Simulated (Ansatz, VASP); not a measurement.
# Two plane-wave programs on GaSb

```
Ga Sb
1.0
     3.09695    3.09695    0.00000
    -3.09695    3.09695    0.00000
     0.00000    3.09695    3.03911
Ga Sb
1 1
Cartesian
  0.0000 0.0000 0.0000
  1.5485 4.6454 1.5196
```

Change from the starting cell: in-plane strain +0.01, out-of-plane length and atoms relaxed by PAW.

Alike in both runs: functional r2SCAN; k mesh 6 × 6 × 6; no spin polarisation.

Ansatz relaxed the structure, and its values are those at the end. VASP's run is a single point on that final structure, the one shown.

|  | VASP | Ansatz |
| --- | --- | --- |
| version | VASP 6.6.1 | Ansatz 0.2.0 |
| potentials or method | VASP PAW PBE potentials, release 64 (Ga_d, Sb) | PAW with Ansatz's default frozen-core files, scalar-relativistic |
| plane-wave cutoff (eV) | 520 | 500 |
| occupations | gaussian, width 0.01 eV | fixed |
| valence electrons in the cell | 18 | 28 |

```tsv
	VASP	Ansatz	Ansatz less VASP
pressure (GPa)	-0.5	-0.6	-0.07
```

The two sets of potentials don't hold the same shells in valence.

Caveats: the PAW data sets were made with another functional, which shifts forces and pressure a little (VASP).
